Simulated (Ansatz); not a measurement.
A trial cell of C, before relaxation:

```
C
1.0
    -2.28128    2.28128    2.05004
     2.28128   -2.28128    2.05004
     2.28128    2.28128   -2.05004
C
8
Cartesian
  -0.9356 1.9946 1.3049
  0.9356 2.5679 1.3049
  1.9946 -0.9356 1.3049
  0.2867 1.3457 0.7452
  -0.2867 3.2169 0.7452
  2.5679 0.9356 1.3049
  1.3457 0.2867 0.7452
  3.2169 -0.2867 0.7452
```

Theory: DFT PBE, scalar-relativistic, plane waves, PAW in Ansatz 0.2.0. Cutoff 420 eV, Gaussian smearing, Γ-centred meshes. Cell and atoms relax first on a coarse mesh and then on a converged one. In between, the cell is made exact in the group found at 0.06 Å. The steps can't lower the symmetry of their start. No spin polarisation in the relaxation; trial moments died out in a coarse test.

A guess keeps its type if space group and coordination stay and the shape of the cell changes little (axis ratios within about 15 %, angles within 6°); the volume may change.

**Question.** Will the relaxed cell still be of the starting type?

**Answer.** It keeps its type. The symmetry stays I-42m (No. 121). The volume per atom grows by 16.9 %, from 5.3 to 6.2 Å³. The shortest distance goes from 1.49 Å (C–C) to 1.58 Å (C–C). The ratio c/a of the conventional cell changes by a factor of 1.00. Counting neighbours within 15 % of an atom's shortest distance, the start has C 4 and the end C 4.

Energies count from the standard state of C at the same level.

**Question.** At what energy does it end?

**Answer.** +1.505 eV/atom. So it is a metastable form at best.

The last run used a 12×12×12 mesh for its 8-atom cell and Gaussian smearing of 0.02 eV. The reference form of C is held partly by dispersion forces, which this level lacks. Symmetry constrained the relaxation, so the result can be a saddle point. Another cell of C relaxed alike, in Fd-3m, lies 1.37 eV/atom lower, so this cell isn't the stable form at this level.
